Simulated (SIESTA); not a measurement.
SnO:

```
Sn O
1.0
     3.81370    0.00000    0.00000
     0.00000    3.81370    0.00000
     0.00000    0.00000    4.88691
Sn O
2 2
Direct
  0.50000 0.00000 0.76463
  0.00000 0.50000 0.23537
  0.00000 0.00000 0.00000
  0.50000 0.50000 0.00000
```

The cell is a database's computed one.

Base run:

```yaml
Program: SIESTA 5.4.2
Functional: PBE
Potentials_or_basis: PseudoDojo 0.4 standard (PBE files)
Basis: DZP (energy shift 0.003 Ry; two zetas on semicore shells)
Grid_cutoff: 800 Ry
Energy_shift: 0.003 Ry
k_mesh: 7 × 7 × 6
Occupations: fermi-dirac, width 0.05 eV
Spin: no spin polarisation
```

Its results: band gap on the k mesh 0.37 eV, indirect (least direct gap 1.96 eV); pressure 6.7 GPa; largest force 0.946 eV/Å.

Question: The run is repeated on the same cell with these changes: k mesh from 7 × 7 × 6 to 5 × 5 × 4. What comes out?

Answer: Band gap on the k mesh 0.56 eV, indirect (least direct gap 1.99 eV); pressure 6.7 GPa; largest force 0.939 eV/Å.

Caveats: spin-orbit coupling is left out, which moves the levels of the heavy elements; an odd mesh through Γ misses points on the zone boundary, where band edges often lie; the basis of atomic orbitals isn't converged, which shifts pressures, moduli and gaps.

Not every run made on this cell is shown here.
